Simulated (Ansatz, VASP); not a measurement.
## S in VASP and in Ansatz

The input INCAR:

```
PREC     = Accurate       # precision mode
ENCUT    = 600            # plane-wave cutoff, eV
EDIFF    = 1E-7           # SCF threshold, eV
ISMEAR   = 1              # smearing method
SIGMA    = 0.02           # smearing width, eV
LREAL    = False          # projectors in reciprocal space
LASPH    = True           # aspherical terms in the spheres
NELM     = 60             # most SCF steps
ALGO     = Normal         # electronic algorithm
ISIF     = 3              # what is computed and relaxed
LWAVE    = False          # write WAVECAR
LCHARG   = False          # write CHGCAR
GGA      = RE             # functional
IVDW     = 12             # dispersion correction
IBRION   = 2              # ionic algorithm
NSW      = 80             # ionic steps
EDIFFG   = -0.001         # ionic threshold
```

File KPOINTS:

```
Automatic mesh
0
Gamma
  8 8 8
```

The input POSCAR:

```
S
1.0
    1.6385000000      0.9459884200      0.8613333300
   -1.6385000000      0.9459884200      0.8613333300
    0.0000000000     -1.8919768300      0.8613333300
S
1
Direct
    0.0000000000      0.0000000000      0.0000000000
```

Input for Ansatz:

```yaml
crystal:
  lattice:
    - [1.6385, 0.94598842, 0.86133333]
    - [-1.6385, 0.94598842, 0.86133333]
    - [0.0, -1.89197683, 0.86133333]
  atoms:
    - { symbol: S, position: [0.0, 0.0, 0.0] }
kpoints:
  mp_grid:
    grid: [8, 8, 8]
hamiltonian:
  xc: revpbe
  dispersion: d3bj
scf:
  max_iter: 200
  n_extra_bands: 16
  occupations:
    method: methfessel_paxton
    width: 0.02
relax:
  f_tol: 0.001
  cell: {}
```

This isn't the form of S at room conditions, which is orthorhombic, of S8 rings.

Alike in both runs: task relaxation of cell and atoms; functional revPBE; dispersion D3(BJ); k mesh 8 × 8 × 8; occupations methfessel-paxton of order 1, width 0.02 eV; no spin polarisation.

```csv
,VASP,Ansatz
version,VASP 6.6.1,Ansatz 0.2.0
potentials or method,"VASP PAW PBE potentials, release 64 (S)","plane waves, PAW"
plane-wave cutoff (eV),600,420
valence electrons in the cell,6,6
```

|  | VASP | Ansatz | Ansatz less VASP |
| --- | --- | --- | --- |
| relaxed volume (Å³/atom) | 16.10 | 16.24 | +0.141 |
| relaxed cell length with the largest relative difference (Å) | 2.528 | 2.534 | +0.0061 |
| energy change over the relaxation (meV/atom) | -2587 | -2659 | -72.5 |

Caveats: the k mesh is coarse (spacing up to 0.41 Å⁻¹), so the values aren't converged; the volume moved by over 15 % at a fixed basis, so the end points are rough (VASP); the PAW data sets were made with another functional, which shifts forces and pressure a little (VASP); the volume moved by +101 % from the deposited cell, more than functionals usually miss; pairwise dispersion overbinds metals, which lowers pressure and volume. Zero-point motion and thermal expansion aren't in these numbers.
